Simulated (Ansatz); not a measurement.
KBr and the effect of the functional

The cell as given:

It takes space group Fm-3m (No. 225, cubic). Conventional cell: a = 6.600 Å, b = 6.600 Å, c = 6.600 Å, α = 90.00°, β = 90.00°, γ = 90.00°. Around Br (site symmetry m-3m) lie 6 K at 3.30 Å. K (site symmetry m-3m) is surrounded by 6 Br at 3.30 Å.

Kept alike: task relaxation of cell and atoms; k mesh 7 × 7 × 7; occupations fermi-dirac, width 0.05 eV; no spin polarisation. Program: Ansatz, all-electron LAPW, scalar-relativistic. The mesh is that of the run's cell of 2 atoms. No spin-orbit coupling.

| run | volume (Å³/atom) |
| --- | --- |
| A | 37.603 |
| B | 39.558 |
| C | 40.920 |
| D | 32.388 |
| E | 35.107 |

The relaxations keep at least the cell's symmetry (Fm-3m). Relaxations stop with a little pressure left, so the last digits of a volume or edge aren't settled. Runs of this series that gave no sound value for these columns are left out.

Question: The runs differ in the functional alone: BLYP; LDA; PBE; PBEsol; revPBE. Which run is which?

Answer: Run A is PBE; run B is BLYP; run C is revPBE; run D is LDA; run E is PBEsol. The volume runs from 32.388 (LDA) to 40.920 Å³/atom (revPBE). From PBE: BLYP +1.955; LDA -5.215; PBEsol -2.496; revPBE +3.317.
